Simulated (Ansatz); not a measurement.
# Na2S: the cost of one run

Method: plane waves, PAW, in Ansatz 0.2.0.

## 1. Starting point

It takes space group Fm-3m (No. 225, cubic). Conventional cell: a = 6.511 Å, b = 6.511 Å, c = 6.511 Å, α = 90.00°, β = 90.00°, γ = 90.00°. S (site symmetry m-3m) is surrounded by 8 Na at 2.82 Å. Around Na (site symmetry -43m) lie 4 S at 2.82 Å.

Structure file:

```xyz
3
Lattice="0.0000 3.2554 3.2554 3.2554 0.0000 3.2554 3.2554 3.2554 0.0000" Properties=species:S:1:pos:R:3 pbc="T T T"
S     0.0000    0.0000    0.0000
Na    1.6277    1.6277    1.6277
Na    4.8831    4.8831    4.8831
```

The cell was relaxed beforehand with r2SCAN; those runs aren't shown.

## 2. PBE, anion s p, 4×4×4

File input.yaml:

```yaml
crystal:
  lattice:
    - [0.0, 3.2554324508, 3.2554324508]
    - [3.2554324508, 0.0, 3.2554324508]
    - [3.2554324508, 3.2554324508, 0.0]
  atoms:
    - { symbol: S, position: [0.0, 0.0, 0.0] }
    - { symbol: Na, position: [0.25, 0.25, 0.25] }
    - { symbol: Na, position: [0.75, 0.75, 0.75] }
kpoints:
  mp_grid: { grid: [6, 6, 6] }
  band_path:
    path:
      - [[0.0, 0.0, 0.0], [0.5, 2.876133589342e-17, 0.5], [0.625, 0.25, 0.625]]
      - [[0.375, 0.375, 0.75], [0.0, 0.0, 0.0], [0.5, 0.5, 0.5], [0.5, 0.25, 0.75], [0.5, 2.876133589342e-17, 0.5]]
    npoints: 10
hamiltonian:
  xc: pbe
scf:
  occupations: { method: fixed }
  n_extra_bands: 6
output:
  forces: false
  stress: false
  eigenvalues: true
  wannier:
    kmesh: [4, 4, 4]
    projections: [{ species: S, l: s, shell: 3 }, { species: S, l: p, shell: 3 }]
    minimise: true
    write_hr: true
    conv_tol: 1.0e-08
    max_iter: 3000
```

Run with:

```bash
> ansatz run input.yaml --threads 4 --pin off --max-ram 3686MiB --backend cpu --events-out ev --progress --plain --runs-dir out
```

What time and memory should one allow on 4 threads of Arm Neoverse V2, shared host?

About 1 s, with a peak of 0.28 GiB.
